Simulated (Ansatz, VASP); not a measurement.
# One calculation of LiCl, two programs

The input INCAR:

```
SYSTEM = LiCl
PREC = Accurate
ENCUT = 520
EDIFF = 1E-7
ISMEAR = -1
SIGMA = 0.02
LREAL = .FALSE.
LASPH = .TRUE.
NELM = 100
ALGO = Normal
ISIF = 2
LWAVE = .FALSE.
LCHARG = .TRUE.
GGA = PE
LELF = .TRUE.
LVHAR = .TRUE.
NBANDS = 18
```

Contents of KPOINTS:

```
Automatic mesh
0
G
  12 12 4
  0 0 0
```

File POSCAR:

```
LiCl
1.0
    4.0986288315      0.0000000000      0.0000000000
   -2.0493144158      3.5495166887      0.0000000000
    0.0000000000      0.0000000000      6.2244572281
Li Cl
2 2
Direct
    0.3333333333      0.6666666667     -0.0078656557
    0.6666666667      0.3333333333      0.4921343443
    0.3333333333      0.6666666667      0.3828656557
    0.6666666667      0.3333333333      0.8828656557
```

Input for Ansatz:

```yaml
crystal:
  lattice:
    - [4.0986288315, 0.0, 0.0]
    - [-2.0493144158, 3.5495166887, 0.0]
    - [0.0, 0.0, 6.2244572281]
  atoms:
    - { symbol: Li, position: [0.3333333333, 0.6666666667, -0.0078656557] }
    - { symbol: Li, position: [0.6666666667, 0.3333333333, 0.4921343443] }
    - { symbol: Cl, position: [0.3333333333, 0.6666666667, 0.3828656557] }
    - { symbol: Cl, position: [0.6666666667, 0.3333333333, 0.8828656557] }
kpoints:
  mp_grid: { grid: [12, 12, 4] }
  band_path:
    path:
      - [0.0, 0.0, 0.0]
      - [0.5, 0.0, 0.0]
      - [0.3333333333, 0.3333333333, 0.0]
      - [0.0, 0.0, 0.5]
      - [0.5, 0.0, 0.5]
      - [0.3333333333, 0.3333333333, 0.5]
    npoints: 1
hamiltonian:
  xc: pbe
scf:
  occupations: { method: fermi_dirac, width: 0.02 }
  n_extra_bands: 5
output:
  forces: true
  stress: true
  eigenvalues: true
  write_density: true
  write_potential: true
  elf: true
  volumetric_format: npy
```

Change from the starting cell: biaxial_xy strain +5.2%.

Alike in both runs: task single point; functional PBE; k mesh 12 × 12 × 4; occupations fermi-dirac, width 0.02 eV; no spin polarisation.

|  | VASP | Ansatz |
| --- | --- | --- |
| version | VASP 6.6.1 | Ansatz 0.2.0 |
| potentials or method | VASP PAW PBE potentials, release 64 (Li_sv, Cl) | plane waves, PAW |
| plane-wave cutoff (eV) | 520 | 420 |
| valence electrons in the cell | 20 | 20 |

Ansatz gave:

| Item | Value |
| --- | --- |
| gap on the k mesh at the Fermi level (eV) | 5.58 |

**Question.** Which values does VASP return?

**Answer.** gap on the k mesh at the Fermi level (eV): 5.59.

 A k mesh can miss the band edges.
